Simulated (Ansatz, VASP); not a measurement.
# One calculation of BP, two programs

```
B P
1.0
     0.00000    2.37111    2.26900
     2.26900    0.00000    2.26900
     2.26900    2.37111    0.00000
B P
1 1
Direct
  0.00000 0.00000 0.00000
  0.75000 0.75000 0.75000
```

Change from the starting cell: strain +0.0450 x Voigt [0, 1, 0, 0, 0, 0], atoms carried along.

Alike in both runs: task single point; functional PBE; k mesh 10 × 10 × 10; occupations gaussian, width 0.05 eV; no spin polarisation.

```csv
,VASP,Ansatz
version,VASP 6.6.1,Ansatz 0.2.0
potentials or method,"VASP PAW PBE potentials, release 64 (B, P)","scalar-relativistic, plane waves, PAW"
plane-wave cutoff (eV),520,420
valence electrons in the cell,8,8
```

|  | VASP | Ansatz | Ansatz less VASP |
| --- | --- | --- | --- |
| gap on the k mesh at the Fermi level (eV) | 0.97 | 0.98 | +0.004 |
| least direct gap on the mesh (eV) | 3.12 | 3.12 | +0.003 |
| pressure (GPa) | -5.8 | -5.6 | +0.20 |
| largest component of the traceless stress (GPa) | 8.01 | 7.99 | -0.011 |

A k mesh can miss the band edges.
